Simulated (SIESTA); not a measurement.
# HfC: single point with RPBE

HfC:

```
Hf C
1.0
     0.00000    2.32500    2.32500
     2.32500    0.00000    2.32500
     2.32500    2.32500    0.00000
Hf C
1 1
Direct
  0.50000 0.50000 0.50000
  0.00000 0.00000 0.00000
```

| Quantity | Value |
| --- | --- |
| Program | SIESTA 5.4.2 |
| Task | single point |
| Functional | RPBE |
| Potentials or basis | PseudoDojo 0.4 standard (PBE files) |
| Basis | DZP (energy shift 0.003 Ry; two zetas on semicore shells) |
| Grid cutoff | 800 Ry |
| Energy shift | 0.003 Ry |
| k mesh | 10 × 10 × 10 |
| Occupations | fermi-dirac, width 0.05 eV |
| Spin | no spin polarisation |

```json
{"Pressure": "6.7 GPa", "Band gap on the k mesh": "none (metal or under the smearing width)"}
```

Wall time 80 s on 1 thread of Intel(R) Xeon(R) Platinum 8488C (Sapphire Rapids), on a shared host, peak memory 0.32 GiB.

Caveat: short orbitals over semicore shells can move pressures by several GPa; the potentials were made for another functional, which shifts forces and pressure; the basis of atomic orbitals isn't converged, which shifts pressures, moduli and gaps. Spin-orbit coupling is left out, which matters for the levels of Hf.
